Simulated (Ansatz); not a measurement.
**An O vacancy in rutile SiO2, 71 atoms, charge +2**

Aim: the barrier for an atom's jump, from a relaxed start and a climbing-image band; single points by other levels frame it (PBEsol and HSE06).

All numbers are computed with Ansatz 0.2.0 (PAW, plane waves).

### 1 The starting cell

71 atoms (24 Si, 47 O); a = 8.389 Å, b = 8.389 Å, c = 8.036 Å, α = 90.00°, β = 90.00°, γ = 90.00°. All atoms were shaken off their sites by about 0.02 Å along each axis. Defect site 1: (0.597, 0.403, 0.500).

The runs, in order: (2) PBEsol relaxation at the single k point (¼, ¼, ¼), on 1 × NVIDIA GB200 with 8 threads of Arm Neoverse-V2; (3) HSE06 single point at the single k point (¼, ¼, ¼), on 1 × NVIDIA GB200 with 8 threads of Arm Neoverse-V2; (4) PBEsol band at the single k point (¼, ¼, ¼), on 1 × NVIDIA GB200 with 8 threads of Arm Neoverse-V2; (5) HSE06 single point at the single k point (¼, ¼, ¼), on 1 × NVIDIA GB200 with 8 threads of Arm Neoverse-V2.

### 2 Relaxing the atoms with PBEsol

Input file in.yaml:

```yaml
crystal:
  lattice:
    - [8.388693, 0.000000, 0.000000]
    - [0.000000, 8.388693, 0.000000]
    - [0.000000, 0.000000, 8.035643]
  atoms:
    - { symbol: Si, position: [0.002966, 0.003320, 0.999917] }
    - { symbol: Si, position: [0.001092, 0.003225, 0.332979] }
    - { symbol: Si, position: [0.999388, 0.001748, 0.670624] }
    - { symbol: Si, position: [0.997830, 0.499700, 0.001469] }
    - { symbol: Si, position: [0.998597, 0.502720, 0.333000] }
    - { symbol: Si, position: [0.004153, 0.498201, 0.669266] }
    - { symbol: Si, position: [0.498193, 0.999672, 0.001250] }
    - { symbol: Si, position: [0.500818, 0.002271, 0.330848] }
    - { symbol: Si, position: [0.501134, 0.997491, 0.670074] }
    - { symbol: Si, position: [0.500019, 0.503585, 0.999358] }
    - { symbol: Si, position: [0.499494, 0.500399, 0.333841] }
    - { symbol: Si, position: [0.502998, 0.501415, 0.663387] }
    - { symbol: Si, position: [0.247736, 0.245958, 0.166187] }
    - { symbol: Si, position: [0.249873, 0.248345, 0.500096] }
    - { symbol: Si, position: [0.250558, 0.248758, 0.838821] }
    - { symbol: Si, position: [0.253683, 0.749683, 0.167700] }
    - { symbol: Si, position: [0.250743, 0.746303, 0.499065] }
    - { symbol: Si, position: [0.253625, 0.752788, 0.838612] }
    - { symbol: Si, position: [0.751737, 0.249902, 0.164408] }
    - { symbol: Si, position: [0.750083, 0.249711, 0.499127] }
    - { symbol: Si, position: [0.749688, 0.249321, 0.835615] }
    - { symbol: Si, position: [0.749251, 0.750207, 0.167601] }
    - { symbol: Si, position: [0.748913, 0.752149, 0.495918] }
    - { symbol: Si, position: [0.751691, 0.754562, 0.829215] }
    - { symbol: O, position: [0.154942, 0.150864, 0.999158] }
    - { symbol: O, position: [0.154843, 0.149450, 0.335488] }
    - { symbol: O, position: [0.151901, 0.155723, 0.671689] }
    - { symbol: O, position: [0.151571, 0.649358, 0.003383] }
    - { symbol: O, position: [0.153974, 0.653011, 0.335668] }
    - { symbol: O, position: [0.152500, 0.654434, 0.666004] }
    - { symbol: O, position: [0.654398, 0.149096, 0.004339] }
    - { symbol: O, position: [0.652390, 0.151742, 0.330152] }
    - { symbol: O, position: [0.652674, 0.151173, 0.665793] }
    - { symbol: O, position: [0.652953, 0.654358, 0.000781] }
    - { symbol: O, position: [0.659165, 0.651541, 0.329593] }
    - { symbol: O, position: [0.654858, 0.655286, 0.666817] }
    - { symbol: O, position: [0.345045, 0.348484, 0.996977] }
    - { symbol: O, position: [0.350264, 0.344502, 0.334048] }
    - { symbol: O, position: [0.346541, 0.344972, 0.666046] }
    - { symbol: O, position: [0.344666, 0.848465, 0.996049] }
    - { symbol: O, position: [0.351419, 0.847727, 0.337560] }
    - { symbol: O, position: [0.348277, 0.846920, 0.664878] }
    - { symbol: O, position: [0.852597, 0.348140, 0.998956] }
    - { symbol: O, position: [0.849295, 0.343343, 0.337718] }
    - { symbol: O, position: [0.852336, 0.346269, 0.665281] }
    - { symbol: O, position: [0.846002, 0.842163, 0.001278] }
    - { symbol: O, position: [0.845824, 0.848421, 0.333938] }
    - { symbol: O, position: [0.845140, 0.844454, 0.663426] }
    - { symbol: O, position: [0.096917, 0.404279, 0.164447] }
    - { symbol: O, position: [0.092149, 0.404848, 0.500501] }
    - { symbol: O, position: [0.097559, 0.404914, 0.835805] }
    - { symbol: O, position: [0.097049, 0.900202, 0.168198] }
    - { symbol: O, position: [0.102527, 0.903942, 0.500418] }
    - { symbol: O, position: [0.098033, 0.902015, 0.834647] }
    - { symbol: O, position: [0.598318, 0.407588, 0.165659] }
    - { symbol: O, position: [0.596689, 0.403767, 0.833737] }
    - { symbol: O, position: [0.598917, 0.899167, 0.170535] }
    - { symbol: O, position: [0.597161, 0.898832, 0.497945] }
    - { symbol: O, position: [0.595124, 0.902629, 0.835756] }
    - { symbol: O, position: [0.400393, 0.096551, 0.170396] }
    - { symbol: O, position: [0.404286, 0.100538, 0.498048] }
    - { symbol: O, position: [0.398717, 0.099418, 0.834880] }
    - { symbol: O, position: [0.402208, 0.594357, 0.166104] }
    - { symbol: O, position: [0.409333, 0.595621, 0.497344] }
    - { symbol: O, position: [0.405723, 0.597064, 0.833657] }
    - { symbol: O, position: [0.903534, 0.097483, 0.164003] }
    - { symbol: O, position: [0.903104, 0.099114, 0.496938] }
    - { symbol: O, position: [0.904961, 0.102113, 0.830167] }
    - { symbol: O, position: [0.903748, 0.598842, 0.167503] }
    - { symbol: O, position: [0.901011, 0.593880, 0.495347] }
    - { symbol: O, position: [0.901309, 0.600313, 0.832904] }
  symmetry: { detect: false }
kpoints:
  mp_grid: { grid: [1, 1, 1], shift: [0.25, 0.25, 0.25] }
hamiltonian:
  xc: pbesol
total_charge: 2
scf:
  occupations: { method: fermi_dirac, width: 0.01 }
relax:
  f_tol: 0.03
  max_steps: 80
  escape_saddle: false
  adjacent_minimum: "off"
output:
  forces: true
  eigenvalues: true
  populations: true
  charged_corrections: { epsilon: 11 }
```

The run is started by

```sh
$ ansatz run in.yaml --threads 8 --pin off --max-ram 118750MiB --runs-dir r --events-out ev --progress --plain --backend cuda --devices 0, --max-vram 170GiB
```

After this run come: HSE06 on the final geometry; Elastic band between the two sites; HSE06 on the same atoms.

Q: Predict the outcome of this session. Wanted: for each run, top filled to lowest empty.

As calculated:

```
                   level         time  top filled to lowest empty (eV)
      PBEsol, relaxation  4.7 s (GPU)                             3.28
                   HSE06  9.4 s (GPU)                             5.12
HSE06, at the band's top  8.1 s (GPU)                             6.06
```

```
                   quantity                             value
                 relaxation  7 recorded steps, 3.99 eV gained
              largest shift                     0.25 Å (Si20)
barrier forwards, backwards                     2.21, 2.22 eV
                       jump                       O by 2.40 Å
            band iterations                                10
    top less start by HSE06                           2.31 eV
```

**What this shows.** Relaxation gains 3.99 eV, with shifts up to 0.25 Å (Si20). The PBEsol barrier is 2.21 eV forwards and 2.22 eV back, about 86 times kT at 300 K, without charge corrections. The cell's size and k points aren't converged for it. The program's check left the order of the top open. On the same two geometries HSE06 gives 2.31 eV. At the same k points, PBEsol gives a spacing 1.85 eV smaller than the 5.12 eV of HSE06. In a defect cell this spacing can involve defect levels, so it need not be the gap.
